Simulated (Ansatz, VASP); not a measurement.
One calculation of PbO (Litharge), two programs

```xyz
4
Lattice="4.0425 0.0000 0.0000 0.0000 4.0425 0.0000 0.0000 0.0000 5.0759" Properties=species:S:1:pos:R:3 pbc="T T T"
Pb    2.0213    0.0000    3.8577
Pb    0.0000    2.0213    1.2182
O     2.0213    2.0213    0.0000
O     0.0000    0.0000    0.0000
```

Change from the starting cell: volume scaled by 1.04.

Alike in both runs: task single point; functional PBE; k mesh 7 × 7 × 6; occupations fermi-dirac, width 0.05 eV; no spin polarisation.

|  | VASP | Ansatz |
| --- | --- | --- |
| version | VASP 6.6.1 | Ansatz 0.2.0 |
| potentials or method | VASP PAW PBE potentials, release 64 (Pb_d, O), cutoff 520 eV | all-electron LAPW, scalar-relativistic |

```csv
,VASP,Ansatz,Ansatz less VASP
gap on the k mesh at the Fermi level (eV),1.47,1.46,-0.007
least direct gap on the mesh (eV),2.27,2.27,-0.001
pressure (GPa),-0.1,-0.1,-0.03
largest component of the traceless stress (GPa),0.45,0.45,-0.002
rms of the force components (eV/Å),0.187,0.200,+0.0131
```

Atom by atom the forces differ by 0.013 eV/Å (rms over components). Ansatz ran all-electron here, so the differences hold the error of VASP's frozen core and of both bases.

Caveats: spin-orbit coupling is left out, which as a rule narrows the gap of such compounds by several tenths of an eV; an odd mesh through Γ misses points on the zone boundary, where band edges often lie.
